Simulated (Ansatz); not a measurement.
Input:

Relaxed NaBr (rock salt):

```yaml
crystal:
  lattice:
    - [0.00000, 6.03598, 6.03598]
    - [3.01799, 0.00000, 3.01799]
    - [3.01799, 3.01799, 0.00000]
  atoms:
    - { symbol: Br, position: [0.00000, 0.00000, 0.00000] }
    - { symbol: Br, position: [0.50000, 0.00000, 0.00000] }
    - { symbol: Na, position: [0.25000, 0.50000, 0.50000] }
    - { symbol: Na, position: [0.75000, 0.50000, 0.50000] }
```

In this cell atom 4 (Na, nearest neighbour Br at 3.018 Å; its periodic images, 4.3 Å or more away, move with it) is moved by s along Cartesian x, unit vector (1.000, 0.000, 0.000); all other atoms and the cell stay fixed.

Level of theory: PBE (plane waves to 420 eV, PAW, scalar-relativistic; Ansatz, a first-principles code). k mesh 4×8×8 (Γ-centred), Fermi-Dirac smearing 0.05 eV. The energy includes the smearing's −TS. Left out: 2 of 11 points, with atoms too close for the PAW data. NaBr was relaxed with its symmetry unable to fall. ΔE is measured from the undisplaced structure.

The scan covers s from -0.728 to 0.728 Å in 9 points.

Question: Is the energy the same for equal positive and negative displacements?

Answer: Even: the same for both signs. With its periodic images moving along, the atom's site symmetry in this cell is -3m.

Question: What is the energy change at s = 0.728 Å?

Answer: 708 meV/cell.

Question: What force acts on the atom along the line at s = -0.728 Å?

Answer: 3.09 eV/Å.

Question: What is the force constant k = d²E/ds² of this move at s = 0?

Answer: 1.35 eV/Å².

(For displaced atoms, the force is minus the slope of the energy, and its curvature is a force constant, which sets phonon frequencies.)
